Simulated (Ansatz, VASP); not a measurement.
**One calculation of Ag, two programs**

Contents of INCAR:

```
ALGO = Normal ; EDIFF = 1E-6
ENCUT = 520 ; GGA = PE
ISIF = 2 ; ISMEAR = -1
LASPH = T ; LCHARG = F
LREAL = F ; LWAVE = F
NBANDS = 18 ; NELM = 100
PREC = Accurate ; SIGMA = 0.1
```

File KPOINTS:

```
k-points
0
Gamma
  12 12 12
```

POSCAR

```
Ag
1.0
    0.0000000000      2.4675638837      2.4675638837
    2.4675638837      0.0000000000      2.4675638837
    2.4675638837      2.4675638837      0.0000000000
Ag
2
Direct
   -0.1250000000     -0.1250000000     -0.1250000000
    0.1250000000      0.1250000000      0.1250000000
```

Input for Ansatz:

```yaml
crystal:
  lattice:
    - [0.0, 2.4675638837, 2.4675638837]
    - [2.4675638837, 0.0, 2.4675638837]
    - [2.4675638837, 2.4675638837, 0.0]
  atoms:
    - { symbol: Ag, position: [-0.125, -0.125, -0.125] }
    - { symbol: Ag, position: [0.125, 0.125, 0.125] }
kpoints:
  mp_grid: { grid: [12, 12, 12] }
scf:
  occupations: { method: fermi_dirac, width: 0.1 }
hamiltonian:
  xc: pbe
  pseudopotentials: { kind: all_electron, lapw: { basis_error: 0.001 } }
output:
  forces: true
  stress: true
  eigenvalues: true
  populations: true
```

Change from the starting cell: volume scaled by 0.5, LAPW.

Alike in both runs: task single point; functional PBE; k mesh 12 × 12 × 12; occupations fermi-dirac, width 0.1 eV; no spin polarisation.

|  | VASP | Ansatz |
| --- | --- | --- |
| version | VASP 6.6.1 | Ansatz 0.2.0 |
| potentials or method | VASP PAW PBE potentials, release 64 (Ag) | all-electron LAPW, scalar-relativistic |
| plane-wave cutoff (eV) | 520 | see its input |

```tsv
	VASP	Ansatz	Ansatz less VASP
pressure (GPa)	138.5	143.1	+4.62
```

Ansatz ran all-electron here, so the differences hold the error of VASP's frozen core and of both bases.

Caveats: the cell as given lies far from equilibrium; so large a pressure means that the cell lies far from this level's equilibrium, or that cutoff or potentials fall short (VASP).
